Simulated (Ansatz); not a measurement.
Os:

```
Os
1.0
     2.73410    0.00000    0.00000
    -1.36705    2.36780    0.00000
     0.00000    0.00000    4.31970
Os
2
Direct
  0.66667 0.33333 0.75000
  0.33333 0.66667 0.25000
```

Program: Ansatz 0.2.0. Alike in all runs: task band structure; potentials or basis Ansatz PAW; cell as given; smearing fermi-dirac 0.05 eV.

Task: Order these runs on this cell by their pressure, lowest first.
A. level r2SCAN; spin SOC, no magnetisation; k mesh 8 × 8 × 5; cutoff (eV) 500
B. level RPBE; spin off; k mesh 11 × 11 × 6; cutoff (eV) 420
C. level PBEsol; spin SOC, no magnetisation; k mesh 8 × 8 × 5; cutoff (eV) 420
D. level LDA; spin off; k mesh 11 × 11 × 6; cutoff (eV) 420

Result: D (-8.6 GPa), C (-3.0 GPa), A (0.6 GPa), B (12.9 GPa).

Caveats: the PAW data sets come from PBE, with cores solved anew for the run's functional, which leaves a small shift of forces and pressure.

Runs at the PBE level aren't shown here.
